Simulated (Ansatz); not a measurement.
# FeNi3 (Awaruite) in Ansatz: the effect of target pressure

FeNi3 (Awaruite):

```xyz
4
Lattice="3.5450 0.0000 0.0000 0.0000 3.5450 0.0000 0.0000 0.0000 3.5450" Properties=species:S:1:pos:R:3 pbc="T T T"
Ni    1.7725    1.7725    0.0000
Ni    1.7725    0.0000    1.7725
Ni    0.0000    1.7725    1.7725
Fe    0.0000    0.0000    0.0000
```

Alike in all runs:

| Property | Result |
| --- | --- |
| Program | Ansatz 0.2.0 |
| Task | relaxation of cell and atoms |
| Functional | PBEsol |
| Potentials or basis | Ansatz PAW |
| Cutoff | 420 eV (not typed: the program's choice for these potentials) |
| k mesh | 8 × 8 × 8 |
| Occupations | fermi-dirac, width 0.05 eV |
| Spin | collinear spin, ferromagnetic start |
| Starting moments | [1.0, 1.0, 1.0, 3.0] μB |

Each run relaxes the cell or the atoms first.

```tsv
target pressure	relaxed volume (Å³/atom)	moment (μB)
0 GPa	10.62	4.73
2 GPa	10.52	4.70
5 GPa	?	?
10 GPa	10.19	4.61
20 GPa	9.84	4.53
30 GPa	9.56	4.48
```

Q: What does the run with target pressure 5 GPa give?

A: Relaxed volume 10.39 Å³/atom; moment 4.66 μB.

Worked out: In Murnaghan's law V^(-B') rises as a straight line in P. The other rows fit best with B' = 5.0, V0 = 10.62 Å³/atom and B0 = 217 GPa, which gives 10.39 Å³/atom at 5 GPa, against the run's 10.39. A parabola through the other rows of the moment, of slope -0.0117 μB per GPa there, gives 4.67 μB, against the run's 4.66.

Caveats: the plane-wave basis is chosen anew once the cell has moved, so the energies of steps on either side of that aren't comparable; the PAW data sets come from PBE, with cores solved anew for the run's functional, which leaves a small shift of forces and pressure.
